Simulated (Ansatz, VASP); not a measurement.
# CdSe (Cadmoselite): VASP beside Ansatz, part 2 of 2

One calculation is typed for both programs; each brings its own data sets and cutoff. How far apart do they land? The cell is taken from a series of VASP runs on this material, whose earlier steps may have relaxed, scaled or displaced it; both programs get it as it stands.

VASP 6.6.1 and Ansatz 0.2.0.

So far: Starting point; Ansatz: relaxation of cell and atoms, r2SCAN with rVV10.

**3. VASP: relaxation of cell and atoms, r2SCAN with rVV10**

Level of this step: r2SCAN with rVV10; plane waves and PAW (Cd, Se) (VASP).

The same cell, functional, mesh and smearing now go to VASP, with its own data sets and cutoff.

Lines of VASP's logs that name or quote its potential files are left out, and so is its time.

Contents of INCAR:

```
SYSTEM = CdSe
PREC = Accurate
ENCUT = 400
EDIFF = 1E-06
NELM = 100
ISMEAR = 0
SIGMA = 0.05
LREAL = .FALSE.
ALGO = Normal
METAGGA = R2SCAN
LUSE_VDW = .TRUE.
IVDW_NL = 2
BPARAM = 11.95
CPARAM = 0.0093
LASPH = .TRUE.
NBANDS = 24
LORBIT = 11
LWAVE = .FALSE.
LCHARG = .FALSE.
KPAR = 4
IBRION = 2
NSW = 60
ISIF = 3
EDIFFG = -0.01
```

Contents of POSCAR:

```
CdSe
1.0
    4.3000000000      0.0000000000      0.0000000000
   -2.1500000000      3.7239092363      0.0000000000
    0.0000000000      0.0000000000      7.0200000000
Cd Se
2 2
Direct
    0.3333333333      0.6666666667      0.0000000000
    0.6666666667      0.3333333333      0.5000000000
    0.3333333333      0.6666666667      0.3850000000
    0.6666666667      0.3333333333      0.8850000000
```

Contents of KPOINTS:

```
Automatic mesh
0
Gamma
6 6 3
0 0 0
```

Potentials, in the order of the species: Cd and Se (PBE family, release 64).

Run with:

```console
mpirun -np 4 vasp_std
```

Numbers of over 12 decimals in the logs are rounded to 6 here.

Log:

```text
[banner, memory and clock lines left out]
running    4 mpi-ranks, on    1 nodes
 distrk:  each k-point on    1 cores,    4 groups
 distr:  one band on    1 cores,    1 groups

 POSCAR found type information on POSCAR CdSe
 POSCAR found :  2 types and       4 ions
|                                                                             |
|               ----> ADVICE to this user running VASP <----                  |
|                                                                             |
|     You have switched on vdW-DFT.                                           |
|     This routine was written and supplied by Jiri Klimes. We recommend      |
|     that you carefully read and cite the following publications:            |
|       J. Klimes, D.R. Bowler, A. Michelides                                 |
|          J. Phys.: Cond Matt. 22 022201 (2010)                              |
|       J. Klimes, D.R. Bowler, A. Michelides                                 |
|          Phys. Rev. B. 83, 195131 (2011)                                    |
|     and references therein.                                                 |
|                                                                             |

|                                                                             |
|               ----> ADVICE to this user running VASP <----                  |
|                                                                             |
|     You enforced a specific xc type in the INCAR file but a different       |
|     [... a line on the potential file left out ...]
|     I HOPE YOU KNOW WHAT YOU ARE DOING!                                     |
|                                                                             |

 LDA part: xc-table for (None), standard interpolation
 POSCAR, INCAR and KPOINTS ok, starting setup
 FFT: planning ... GRIDC
 FFT: planning ... GRID_SOFT
 FFT: planning ... GRID
 WAVECAR not read
 entering main loop
       N       E                     dE             d eps       ncg     rms          rms(c)
Total rVV10 correction in eV:      1.1393183    44.2282166
Total rVV10 correction in eV:      1.1393183    44.2282166
Total rVV10 correction in eV:      1.1393183    44.2282166
Total rVV10 correction in eV:      1.1393183    44.2282166
DAV:   1     0.148000163490E+03    0.14800E+03   -0.15426E+04   672   0.113E+03
DAV:   2    -0.698672125506E+02   -0.21787E+03   -0.21277E+03   776   0.307E+02
DAV:   3    -0.802893565611E+02   -0.10422E+02   -0.10391E+02   832   0.698E+01
DAV:   4    -0.803545071043E+02   -0.65151E-01   -0.65137E-01   744   0.541E+00
DAV:   5    -0.803550218076E+02   -0.51470E-03   -0.51468E-03   832   0.432E-01    0.849E+00
Total rVV10 correction in eV:      1.1485012    44.2282160
Total rVV10 correction in eV:      1.1485012    44.2282160
Total rVV10 correction in eV:      1.1485012    44.2282160
Total rVV10 correction in eV:      1.1485012    44.2282160
DAV:   6    -0.706368709790E+02    0.97182E+01   -0.71454E+00   672   0.320E+01    0.107E+01
Total rVV10 correction in eV:      1.1534224    44.2282159
Total rVV10 correction in eV:      1.1534224    44.2282159
Total rVV10 correction in eV:      1.1534224    44.2282159
Total rVV10 correction in eV:      1.1534224    44.2282159
DAV:   7    -0.705937179745E+02    0.43153E-01   -0.48875E-01   808   0.581E+00    0.802E+00
Total rVV10 correction in eV:      1.1672246    44.2282159
Total rVV10 correction in eV:      1.1672246    44.2282159
Total rVV10 correction in eV:      1.1672246    44.2282159
Total rVV10 correction in eV:      1.1672246    44.2282159
DAV:   8    -0.706051834158E+02   -0.11465E-01   -0.24390E-01   696   0.507E+00    0.169E+00
Total rVV10 correction in eV:      1.1739102    44.2282159
Total rVV10 correction in eV:      1.1739102    44.2282159
Total rVV10 correction in eV:      1.1739102    44.2282159
Total rVV10 correction in eV:      1.1739102    44.2282159
DAV:   9    -0.706082691086E+02   -0.30857E-02   -0.39452E-02   832   0.130E+00    0.282E-01
Total rVV10 correction in eV:      1.1739018    44.2282159
Total rVV10 correction in eV:      1.1739018    44.2282159
Total rVV10 correction in eV:      1.1739018    44.2282159
Total rVV10 correction in eV:      1.1739018    44.2282159
DAV:  10    -0.706079400301E+02    0.32908E-03   -0.33093E-03   720   0.451E-01    0.157E-01
Total rVV10 correction in eV:      1.1736128    44.2282159
Total rVV10 correction in eV:      1.1736128    44.2282159
Total rVV10 correction in eV:      1.1736128    44.2282159
Total rVV10 correction in eV:      1.1736128    44.2282159
DAV:  11    -0.706079225518E+02    0.17478E-04   -0.19776E-03   728   0.448E-01    0.704E-02
Total rVV10 correction in eV:      1.1735435    44.2282159
[...]
DAV:   4    -0.706289737560E+02    0.84937E-05   -0.16568E-04   776   0.997E-02    0.297E-02
Total rVV10 correction in eV:      1.1780462    44.2282169
Total rVV10 correction in eV:      1.1780462    44.2282169
Total rVV10 correction in eV:      1.1780462    44.2282169
Total rVV10 correction in eV:      1.1780462    44.2282169
DAV:   5    -0.706289726496E+02    0.11064E-05   -0.54464E-06   736   0.160E-02    0.139E-02
Total rVV10 correction in eV:      1.1780362    44.2282169
Total rVV10 correction in eV:      1.1780362    44.2282169
Total rVV10 correction in eV:      1.1780362    44.2282169
Total rVV10 correction in eV:      1.1780362    44.2282169
DAV:   6    -0.706289728275E+02   -0.17789E-06   -0.26714E-06   744   0.113E-02
Total rVV10 correction in eV:      1.1780326    44.2282169
Total rVV10 correction in eV:      1.1780326    44.2282169
Total rVV10 correction in eV:      1.1780326    44.2282169
Total rVV10 correction in eV:      1.1780326    44.2282169
Total rVV10 correction in eV:      1.1780348    44.2282169
Total rVV10 correction in eV:      1.1780348    44.2282169
Total rVV10 correction in eV:      1.1780348    44.2282169
Total rVV10 correction in eV:      1.1780348    44.2282169
   6 F= -.70628973E+02 E0= -.70628973E+02  d E =-.114906E-02
[...]
7 F= -.70630461E+02 E0= -.70630461E+02  d E =-.263727E-02
[...]
8 F= -.70630442E+02 E0= -.70630442E+02  d E =0.188971E-04
 trial-energy change:    0.000019  1 .order    0.000017   -0.000202    0.000236
 step:   0.7510(harm=  0.7510)  dis= 0.00054  next Energy=   -70.630508 (dE=-0.466E-04)
 bond charge predicted
       N       E                     dE             d eps       ncg     rms          rms(c)
Total rVV10 correction in eV:      1.1797541    44.2282164
Total rVV10 correction in eV:      1.1797541    44.2282164
Total rVV10 correction in eV:      1.1797541    44.2282164
Total rVV10 correction in eV:      1.1797541    44.2282164
DAV:   1    -0.706311482475E+02   -0.70603E-03   -0.26120E-02   680   0.142E+00    0.208E-01
Total rVV10 correction in eV:      1.1792831    44.2282163
Total rVV10 correction in eV:      1.1792831    44.2282163
Total rVV10 correction in eV:      1.1792831    44.2282163
Total rVV10 correction in eV:      1.1792831    44.2282163
DAV:   2    -0.706305617208E+02    0.58653E-03   -0.20760E-03   744   0.516E-01    0.700E-02
Total rVV10 correction in eV:      1.1791055    44.2282163
Total rVV10 correction in eV:      1.1791055    44.2282163
Total rVV10 correction in eV:      1.1791055    44.2282163
Total rVV10 correction in eV:      1.1791055    44.2282163
DAV:   3    -0.706305139157E+02    0.47805E-04   -0.14109E-04   744   0.104E-01    0.622E-02
Total rVV10 correction in eV:      1.1789802    44.2282163
Total rVV10 correction in eV:      1.1789802    44.2282163
Total rVV10 correction in eV:      1.1789802    44.2282163
Total rVV10 correction in eV:      1.1789802    44.2282163
DAV:   4    -0.706305061602E+02    0.77555E-05   -0.28513E-05   760   0.321E-02    0.863E-03
Total rVV10 correction in eV:      1.1789711    44.2282163
Total rVV10 correction in eV:      1.1789711    44.2282163
Total rVV10 correction in eV:      1.1789711    44.2282163
Total rVV10 correction in eV:      1.1789711    44.2282163
DAV:   5    -0.706305059366E+02    0.22369E-06   -0.27334E-06   576   0.173E-02
Total rVV10 correction in eV:      1.1789577    44.2282163
Total rVV10 correction in eV:      1.1789577    44.2282163
Total rVV10 correction in eV:      1.1789577    44.2282163
Total rVV10 correction in eV:      1.1789577    44.2282163
Total rVV10 correction in eV:      1.1789646    44.2282163
Total rVV10 correction in eV:      1.1789646    44.2282163
Total rVV10 correction in eV:      1.1789646    44.2282163
Total rVV10 correction in eV:      1.1789646    44.2282163
   9 F= -.70630506E+02 E0= -.70630506E+02  d E =-.449029E-04
 curvature:  -0.40 expect dE=-0.101E-05 dE for cont linesearch -0.447E-07
 trial: gam=-0.00603 g(F)=  0.119E-05 g(S)=  0.134E-05 ort = 0.384E-05 (trialstep = 0.145E+01)
 search vector abs. value=  0.249E-05
 reached required accuracy - stopping structural energy minimisation
```

From OUTCAR (step 3):

```text
ion  position               nearest neighbor table
   1  0.333  0.667  0.000-   4 2.61   4 2.61   4 2.61   3 2.70
   2  0.667  0.333  0.500-   3 2.61   3 2.61   3 2.61   4 2.70
   3  0.333  0.667  0.385-   2 2.61   2 2.61   2 2.61   1 2.70
   4  0.667  0.333  0.885-   1 2.61   1 2.61   1 2.61   2 2.70

  LATTYP: Found a hexagonal cell.
 ALAT       =     4.3000000000
 C/A-ratio  =     1.6325581395

 Subroutine GETGRP returns: Found 12 space group operations
 (whereof  6 operations were pure point group operations)

The static configuration has the point symmetry C_3v.
 The point group associated with its full space group is C_6v.

 Found     14 irreducible k-points:

   k-points           NKPTS =     14   k-points in BZ     NKDIM =     14   number of bands    NBANDS=     24

   dimension x,y,z NGX =    28 NGY =   28 NGZ =   48
   dimension x,y,z NGXF=    56 NGYF=   56 NGZF=   96

   ENCUT  =  400.0 eV  29.40 Ry    5.42 a.u.   7.01  7.01 11.45*2*pi/ulx,y,z

   NELECT =      36.0000    total number of electrons

 k-points in reciprocal lattice and weights: Automatic mesh
   0.00000000  0.00000000  0.00000000       0.009
   0.16666667 -0.00000000  0.00000000       0.056
   0.33333333 -0.00000000  0.00000000       0.056
   0.50000000 -0.00000000  0.00000000       0.028
   0.16666667  0.16666667  0.00000000       0.056
   0.33333333  0.16666667  0.00000000       0.111
   0.33333333  0.33333333  0.00000000       0.019
   0.00000000  0.00000000  0.33333333       0.019
   0.16666667 -0.00000000  0.33333333       0.111
[...]
0.33333333  0.16666667  0.33333333       0.222
   0.33333333  0.33333333  0.33333333       0.037

 average (electrostatic) potential at core
       1 -45.5916       2 -45.5916       3 -60.9493       4 -60.9493

 E-fermi :   0.7775

 k-point     1 :       0.0000    0.0000    0.0000
  band No.  band energies     occupation
    ...
     14      -0.2036      2.00000
     15      -0.2036      2.00000
     16       0.5084      2.00000
     17       0.5589      2.00000
     18       0.5589      2.00000
     19       1.6332      0.00000
     20       3.1834      0.00000
     21       6.9084      0.00000
     22       6.9084      0.00000
     23       7.2050      0.00000
    ...

 k-point     2 :       0.1667   -0.0000    0.0000
  band No.  band energies     occupation
    ...
     14      -1.2298      2.00000
     15      -0.7716      2.00000
     16      -0.5253      2.00000
     17       0.3026      2.00000
     18       0.3671      2.00000
     19       2.8945      0.00000
     20       4.1259      0.00000
     21       6.1829      0.00000
     22       7.2493      0.00000
     23       7.2871      0.00000
    ...

 k-point     3 :       0.3333   -0.0000    0.0000
  band No.  band energies     occupation
    ...
     14      -2.4839      2.00000
     15      -2.0806      2.00000
     16      -1.0676      2.00000
     17      -0.2918      2.00000
     18      -0.0139      2.00000
     19       3.9476      0.00000
     20       4.3586      0.00000
     21       5.9008      0.00000
     22       6.7769      0.00000
     23       7.5224      0.00000
    ...

  Total       -0.0005670     -0.0005670     -0.0104937      0.0000000      0.0000000      0.0000000
  in kB       -0.0079943     -0.0079943     -0.1479654      0.0000000      0.0000000      0.0000000
  external PRESSURE =      -0.0546513 kB  Pullay stress =       0.0000000 kB

  energy-cutoff  :      400.00
  volume of cell :      113.63
      direct lattice vectors                 reciprocal lattice vectors
     4.315628923  0.000000000  0.000000000     0.231715937  0.133781259  0.000000000
    -2.157814462  3.737444281 -0.000000000    -0.000000000  0.267562517  0.000000000
     0.000000000 -0.000000000  7.044632969    -0.000000000  0.000000000  0.141952037

 POSITION                                       TOTAL-FORCE (eV/Angst)
 -----------------------------------------------------------------------------------
     -0.00000      2.49163      0.03304        -0.000000     -0.000000      0.002486
      2.15781      1.24581      3.55536         0.000000     -0.000000      0.002486
     -0.00000      2.49163      2.67914        -0.000000      0.000000     -0.002486
      2.15781      1.24581      6.20146        -0.000000      0.000000     -0.002486
 -----------------------------------------------------------------------------------
    total drift:                               -0.000000      0.000000      0.008423

  FREE ENERGIE OF THE ION-ELECTRON SYSTEM (eV)
  ---------------------------------------------------
  free  energy   TOTEN  =       -70.6305059366 eV

  energy  without entropy=      -70.6305059365  energy(sigma->0) =      -70.63050594

 reached required accuracy - stopping structural energy minimisation

 total charge
# of ion       s       p       d       tot
------------------------------------------
    1        0.419   0.302   9.566  10.287
    2        0.419   0.302   9.566  10.287
    3        1.437   2.444   0.021   3.902
    4        1.437   2.444   0.021   3.902
--------------------------------------------------
tot          3.711   5.491  19.175  28.378

[... 3 further parts left out ...]
```

**4. Comparison**

Known differences besides the potentials themselves: VASP keeps PBE cores, Ansatz makes them for the functional; both relaxations stop at a tolerance, which leaves soft axes loose, and VASP keeps its plane-wave basis; the data sets hold 72 valence electrons in Ansatz (default PAW (the set named soft_2) files) and 36 in VASP; the cutoff is 500 eV in Ansatz and 400 eV in VASP; Ansatz adds a Pulay correction to the stress that steers its cell, VASP none. Total energies have different zeros and are not compared.

Both answers:

```tsv
quantity	Ansatz	VASP	difference
volume (Å³)	113.68	113.63	+0.05 %
edge a after relaxation, in the typed setting (Å)	4.319	4.316	+0.09 %
edge c after relaxation, in the typed setting (Å)	7.036	7.045	-0.12 %
```

The walks stopped with -0.01 GPa left in Ansatz and -0.01 GPa in VASP; each walk ends within a tolerance, so the volume difference is uncertain by about these residues over the bulk modulus, most in soft cells.

**5. Outcome**

```json
{
 "difference in edge c after relaxation, in the typed setting (relaxation of cell and atoms, r2SCAN with rVV10)": "-0.12 %"
}
```

What this shows: The difference in edge c after relaxation, in the typed setting is -0.12 % (relaxation of cell and atoms, r2SCAN with rVV10), within the 1.2 % picked in this series as the mark of a large difference, as far as the stopping tolerances let one tell. Such differences can come from data sets, numerical settings and the points named under the comparisons, not from the functional's error against experiment.

[Lines on the potential files, build, host, timing and source positions are cut from VASP's logs without a mark.]

[Logs are printed without paths, hosts, clocks, repeated set-up lines and the standing remarks that a program may print on its own settings, such as how far it seeks lower states.]

[Hosts, paths, dates, database ids (printed as entryN), source tags and the programs' standing remarks are cut or masked in the printed files.]
